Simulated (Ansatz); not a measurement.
Ta2C:

```
Ta C
1.0
     3.10590    0.00000    0.00000
    -1.55295    2.68979    0.00000
     0.00000    0.00000    4.94640
Ta C
2 1
Direct
  0.66667 0.33333 0.74799
  0.33333 0.66667 0.25201
  0.00000 0.00000 0.00000
```

Base run:

```yaml
Program: Ansatz 0.2.0
Functional: r2SCAN
Potentials_or_basis: Ansatz PAW
Cutoff: "500 eV (not typed: the program's choice for these potentials)"
k_mesh: 10 × 10 × 6
Occupations: fermi-dirac, width 0.05 eV
Spin: no spin polarisation
```

Its results: band gap on the k mesh none (metal or under the smearing width); pressure 1.1 GPa; largest force 0.248 eV/Å.

**Question.** The run is repeated on the same cell with these changes: functional from r2SCAN to PBEsol; cutoff from 500 eV (not typed: the program's choice for these potentials) to 420 eV (not typed: the program's choice for these potentials); spin from no spin polarisation to spin-orbit coupling, no magnetisation; potential files from those of the base run to others of the same set. What comes out?

**Answer.** Band gap on the k mesh none (metal or under the smearing width); pressure -3.5 GPa; largest force 0.036 eV/Å.

Several settings changed at once, so the effect can't be laid on one alone.

Caveats: the PAW data sets come from PBE, with cores solved anew for the run's functional, which leaves a small shift of forces and pressure; spin-orbit coupling is left out, which moves the levels of the heavy elements (some runs).
